AM05 with the D4 dispersion correction makes all seven crystals too small, by 0.4 % in silicon and up to 1.4 % in rhodium. In boron nitride most of this shortfall, and in silicon perhaps about half, is probably the swelling by atomic vibration that real crystals have and the calculation leaves out. In the five metals vibration seems to cover only a minor part, and the rest points to overbinding: the computed metal holds its atoms too tightly.

ABINIT 10.8.3, AM05 with D4 dispersion, for seven cubic crystals, without spin polarization or spin-orbit coupling and with Fermi-Dirac smearing of 0.05 eV. Each computed lattice constant is the edge of the conventional cubic cell at the rest volume, found by a fit to energies at seven volumes.

| formula | space group | volume of the given cell (Å³/atom) | potentials or basis | wave cutoff (eV) | k-mesh | computed lattice constant (Å) | measured lattice constant (Å) | source | computed over measured, less one (%) |
| --- | --- | --- | --- | --- | --- | --- | --- | --- | --- |
| Mo | Im-3m | 15.89 | JTH PAW PBE v2.0 | 408.2 | 12x12x12 | 3.114 | 3.147 | pmc:10052566 (2023) | -1.04 |
| W | Im-3m | 15.85 | JTH PAW PBE v2.0 | 408.2 | 12x12x12 | 3.139 | 3.16047 | arXiv:2311.02034 (2023) | -0.68 |
| BN | F-43m | 5.96 | JTH PAW PBE v2.0 | 680.3 | 13x13x13 | 3.595 | 3.616 | arXiv:cond-mat/0101290 (2001) | -0.58 |
| Rh | Fm-3m | 13.67 | JTH PAW PBE v2.0 | 544.2 | 12x12x12 | 3.751 | 3.803 | arXiv:2108.03692 (2021) | -1.36 |
| Ir | Fm-3m | 14.06 | JTH PAW PBE v2.0 | 435.4 | 12x12x12 | 3.803 | 3.837 | pmc:6586894 (2019) | -0.88 |
| Pt | Fm-3m | 15.08 | JTH PAW PBE v2.0 | 435.4 | 12x12x12 | 3.897 | 3.9227 | arXiv:2412.16732 (2024) | -0.65 |
| Si | Fd-3m | 20.16 | JTH PAW PBE v2.0 | 408.2 | 8x8x8 | 5.408 | 5.4307 | pmc:4865310 (2001) | -0.41 |

**From a length error to a pressure**

A lattice constant is a balance between forces that pull the atoms together and forces that push them apart. If a calculation has a small surplus inward pressure $p$, the crystal shrinks until its stiffness stops it. The bulk modulus $B$ is the pressure needed per relative change of volume, and the volume goes as the cube of the edge $a$, so

$$\frac{\Delta a}{a}\approx-\frac{p}{3B}.$$

An infinitely stiff crystal would show no error whatever the surplus, and a very soft one would show a large error for a slight surplus. The length error alone therefore does not tell how wrong the forces are.

Silicon shows how much this matters. It is by far the softest of the seven, with a bulk modulus less than a quarter of iridium's. If all crystals suffered the same surplus pull, silicon would have the largest error, yet it has the smallest. The surplus itself must be small there. The computed energy curves give its size: held at its measured lattice constant, silicon pulls inward with about 1 GPa, while the metals pull with 6 to 12 GPa.

**What vibration explains**

Part of the pull is no fault of the functional. The calculation keeps the atoms at rest, whereas real atoms vibrate even at absolute zero, and bonds that soften on stretching turn this motion into an outward pressure

$$p_{\rm vib}=\frac{\gamma U}{V}.$$

Here $U$ is the vibrational energy per atom, $V$ the volume per atom, and $\gamma$ the Grüneisen number, which tells how fast the vibrations soften as the crystal expands.

Two limits show which crystals feel it most. Heavy atoms on moderately stiff bonds vibrate almost classically at room temperature, with $U$ near $3k_BT$, or about 0.08 eV, whatever their mass. Light atoms on stiff bonds keep mainly their zero-point energy, $\tfrac{9}{8}k_B\Theta$, which grows with the Debye temperature $\Theta$ and can be twice as large or more. Boron nitride lies near the second limit and the metals near the first.

For boron nitride the estimate runs as follows. A rough $\Theta$ of 1700 K gives $U\approx0.17$ eV per atom. With $\gamma\approx1$ and a volume of 5.8 Å³ per atom, the outward pressure is $0.17/5.8\approx0.029$ eV/Å³, or 4.7 GPa. Divided by three times the bulk modulus of 393 GPa, this makes an expansion of 0.4 %, against a computed shortfall of 0.58 %.

The same estimate covers roughly two thirds of silicon's error too, though $\gamma=1$ may be generous there, because some of silicon's soft shear vibrations work the other way; the true share may be nearer half. In the metals, with $\gamma\approx2$, vibration pushes outward with only about 2 GPa. On this estimate that is a third of the pull at most, though in platinum, whose Grüneisen number is higher, the share may be larger. The rest probably belongs to the calculation.

**How firm the division is**

The raw errors do not show two groups: boron nitride sits next to platinum and tungsten. The groups appear only once the vibrational estimate is taken off, and they stay apart, by a narrow margin, if that estimate is changed by 30 % either way. A simple rule was then fitted to what remains in all seven rows: one common shortening for the metals and none for the other two. It gives the metals 0.7 % and misses by 0.2 percentage points on average, somewhat better than one shortening for every crystal and much better than one common pull, as the output below shows.

Theory offers a likely source for the metals' surplus. AM05 alone already gives good lattice constants for many dense solids, and D4 adds a further attraction between atoms. That attraction grows with the polarizability of the atoms and, though damped at bonding distances, adds up over many neighbours, so densely packed metals could feel it strongly. These runs do not test this. Nor does the small remainder in silicon and boron nitride show that D4 is weak there, since errors of opposite sign may cancel. The potentials, which were made for another functional (PBE), could also contribute, and so could the wave cutoff and the k-mesh, whose convergence was not tested.

**Why the metals differ among themselves**

Rhodium's error is about one and a half times iridium's, which looks like a much worse description of the bonding. Most of the difference is stiffness. The surplus pulls are nearly alike, 11.7 and 10.5 GPa, but computed iridium is 1.4 times as stiff and gives way less. For this pair, the length error exaggerates the difference in the forces.

Molybdenum and tungsten show a similar ratio of errors for another reason. Their stiffness differs by only a tenth, and molybdenum is pulled harder, by about a third. Molybdenum's energy curve has only one sampled volume below its minimum, so its stiffness is less certain, but two sampled energies alone give nearly the same pull. Both metals were treated with the same number of active electrons, the same mesh and the same cutoff. Equal settings need not be equally converged, however, and tungsten's cutoff is flagged as short for stress. The cause remains open, and the comparison rests on one listed measured value for each metal.

Platinum breaks any rule based on stiffness alone. It is about as stiff as rhodium but has only half the error, and it is softer than iridium and still errs less. In both comparisons the reason is its surplus pull, which is only about half as large as theirs. The chemistry differs, but so does the treatment: platinum was computed with 10 active electrons and iridium with 15. Spin-orbit coupling, which matters for such heavy atoms, was left out of both. The pair is therefore no clean test of how bonding changes along the row.

**What to do about it**

Do not correct these lattice constants with one common factor. Add the vibrational expansion first and judge the calculation by what is left. In these five metals a shortfall of several tenths of a percent or more remains even after that step.

Take care also with stress. A cell fixed at the measured lattice constant already carries the surplus pull as a false tension, about 1 GPa in silicon and nearly 12 GPa in rhodium. Strain and stress should be counted from the computed rest size, so that this offset drops out. These pressures come from the energy curves. The pressure computed directly at a fixed basis lies lower in all seven runs, so it need not vanish at the rest size, and its value there must be subtracted as well.

The decisive next step is to repeat all seven crystals with AM05 alone, keeping potentials, mesh and cutoff as they are. If the surplus pull of the metals largely disappears, D4 is its main source; if silicon and boron nitride come out too large once vibration is added, two errors had cancelled there; if molybdenum's pull still exceeds tungsten's by as much as now, D4 is not the cause of that difference.

Numerical output:

```
Pull at the measured volume and rough vibrational share:
  row  bulk modulus GPa  inward pull GPa  error %  rough vibrational expansion %  error left %
   Mo             298.2            8.786    -1.04                         0.2029       -0.8371
    W             330.7            6.478    -0.68                         0.1752       -0.5048
   BN             393.4            6.653    -0.58                         0.3963       -0.1837
   Rh             307.6            11.71    -1.36                          0.228        -1.132
   Ir             424.9            10.48    -0.88                         0.1546       -0.7254
   Pt             303.9             5.68    -0.65                         0.1897       -0.4603
   Si             95.98             1.17    -0.41                         0.2629       -0.1471
fit of left on 7 rows: coefficient of metal -0.7319 +/- 0.11; rms 0.224, worst Rh 0.4, leave-one-out rms 0.272
fit of left on 7 rows: coefficient of invB -81.53 +/- 45; rms 0.528, worst Rh 0.867, leave-one-out rms 0.937
fit of left on 7 rows: constant -0.5701 +/- 0.13; rms 0.329, worst Rh 0.562, leave-one-out rms 0.383
Mean error of the five metals, %: -0.922
Mean error of BN and Si, %: -0.495
Mean error left in the metals after vibrations, %: -0.7319
Mean error left in BN and Si after vibrations, %: -0.1654
Metal nearest to zero if vibrations are 30 % stronger, %: -0.4034
Covalent crystal farthest from zero if vibrations are 30 % weaker, %: -0.3026
Bulk modulus of Ir over that of Si: 4.427
Error of Rh over that of Ir: 1.545
Pull in Rh over that in Ir: 1.118
Bulk modulus of Ir over that of Rh: 1.381
Error of Mo over that of W: 1.529
Pull in Mo over that in W: 1.356
Bulk modulus of W over that of Mo: 1.109
Pull in Ir over that in Pt: 1.845
Pull in Mo straight from two sampled energies, GPa: 8.343
```
